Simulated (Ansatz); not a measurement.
**ZnCu in Ansatz: the effect of functional**

ZnCu:

```xyz
2
Lattice="2.9838 0.0000 0.0000 0.0000 2.9838 0.0000 0.0000 0.0000 2.9838" Properties=species:S:1:pos:R:3 pbc="T T T"
Zn    1.4919    1.4919    1.4919
Cu    0.0000    0.0000    0.0000
```

The cell isn't the ideal one: volume scaled by 1.04.

Alike in all runs:

- Program: Ansatz 0.2.0
- Task: single point
- Potentials or basis: Ansatz PAW
- k mesh: 9 × 9 × 9
- Occupations: fermi-dirac, width 0.05 eV
- Spin: no spin polarisation

```csv
functional,cutoff,pressure (GPa)
LDA,420 eV (not typed: the program's choice for these potentials),-13.2
r2SCAN,500 eV (not typed: the program's choice for these potentials),-7.3
PBE,420 eV (not typed: the program's choice for these potentials),?
```

Question: What does the run with functional PBE give?

Answer: Pressure -1.9 GPa.

Caveats: the PAW data sets come from PBE, with cores solved anew for the run's functional, which leaves a small shift of forces and pressure (some runs).
